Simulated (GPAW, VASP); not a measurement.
This is a calculation of BN for GPAW 26.7.0 (ASE script). The cell is a database's computed one, not the measured one.

run.py

```python
from ase import Atoms
from ase.dft.bandgap import bandgap
from ase.io import write
from ase.units import GPa
from gpaw import GPAW, PW

atoms = Atoms(['N', 'B'],
              cell=[[0.0, 1.813001, 1.813001],
                    [1.813001, 0.0, 1.813001],
                    [1.813001, 1.813001, 0.0]],
              scaled_positions=[[0.25, 0.25, 0.25],
                                [0.0, 0.0, 0.0]],
              pbc=True)

calc = GPAW(mode=PW(800),
            xc='PBE',
            kpts={'size': (13, 13, 13), 'gamma': True},
            occupations={'name': 'methfessel-paxton', 'order': 0, 'width': 0.013000000000000001},
            nbands=11,
            convergence={'density': 1e-05, 'energy': 1e-05},
            maxiter=150,
            txt='gpaw.txt')
atoms.calc = calc
energy = atoms.get_potential_energy()
forces = atoms.get_forces()
stress = atoms.get_stress()
calc.write('gs.gpw')
write('result.traj', atoms)
print(f'Energy: {energy:.6f} eV')
print('Forces (eV/A):')
print(forces.round(4))
print('Stress (GPa):', (stress / GPa).round(3))
print('Fermi level:', round(calc.get_fermi_level(), 4), 'eV')
print(f'Gap: {bandgap(calc)[0]:.4f} eV, direct: {bandgap(calc, direct=True)[0]:.4f} eV')
```

Potentials or basis: GPAW PAW data sets (gpaw-data 1.2.1), pw.

Command:

```console
$ OMP_NUM_THREADS=1 python run.py
```

Problem. What does the same run look like in VASP 6.6.1? Potentials or basis there: PBE PAW files B, N, 520 eV.

Solution. As run (cutoffs and basis follow the program's own potentials, and thresholds, step limits or extra output files can differ):

The input INCAR:

```
SYSTEM = BN
ALGO = Normal
EDIFF = 1E-6
ENCUT = 520
GGA = PE
ISIF = 2
ISMEAR = 0
LASPH = .TRUE.
LCHARG = .FALSE.
LREAL = .FALSE.
LWAVE = .FALSE.
NBANDS = 11
NELM = 80
PREC = Accurate
SIGMA = 0.013000000000000001
```

Contents of KPOINTS:

```
k-points
0
G
  13 13 13
  0 0 0
```

Contents of POSCAR:

```
BN
1.0
    0.0000000000      1.8130010000      1.8130010000
    1.8130010000      0.0000000000      1.8130010000
    1.8130010000      1.8130010000      0.0000000000
N B
1 1
Direct
    0.2500000000      0.2500000000      0.2500000000
    0.0000000000      0.0000000000      0.0000000000
```

Potentials or basis: VASP PAW PBE potentials, release 64 (N, B).

Launch:

```sh
$ cat potpaw_PBE.64/N/POTCAR potpaw_PBE.64/B/POTCAR > POTCAR
$ mpirun -np 1 vasp_std > vasp.out
```

Both were run:

|  | GPAW | VASP |
| --- | --- | --- |
| Pressure | -1.6 GPa | -0.2 GPa |

Pressure is positive in compression.
